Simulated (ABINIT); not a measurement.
## Ti in ABINIT: convergence with nband

The system is Ti.

```
Ti
1.0
    -1.64100    1.64100    1.64100
     1.64100   -1.64100    1.64100
     1.64100    1.64100   -1.64100
Ti
1
Cartesian
  0.0000 0.0000 0.0000
```

This isn't the form of Ti at room conditions, which is hcp.

- Program: ABINIT 10.8.3 (patched build)
- Task: single point
- Functional: PBE
- Potentials or basis: PseudoDojo NC SR PBE v0.5 standard
- Cutoff: 1143 eV
- k mesh: 11 × 11 × 11
- Occupations: cold (ABINIT), width 0.1 eV
- Spin: no spin polarisation

These are the settings of the first run; the series varies nband, with any setting tied to it.

Hardware: 1 thread of Arm Neoverse V1, with other jobs on the host.

| nband | energy less the tightest run (meV/atom) | SCF cycles | CPU time (s) | peak memory (GiB) |
| --- | --- | --- | --- | --- |
| 7 | 0.00 | 21 | 29 | 0.07 |
| 8 | 0.00 | 19 | 30 | 0.07 |
| 9 | 0.00 | 12 | 23 | 0.07 |
| 10 | 0.00 | 9 | 20 | 0.07 |
| 11 | 0.00 | 9 | 22 | 0.07 |
| 14 | 0.00 | 7 | 23 | 0.07 |
| 20 | 0.00 | 8 | 37 | 0.08 |

Against the tightest run, the energy stays within 1 meV/atom from 7 on. The tightest run that finished is the yardstick and may itself not be fully converged.
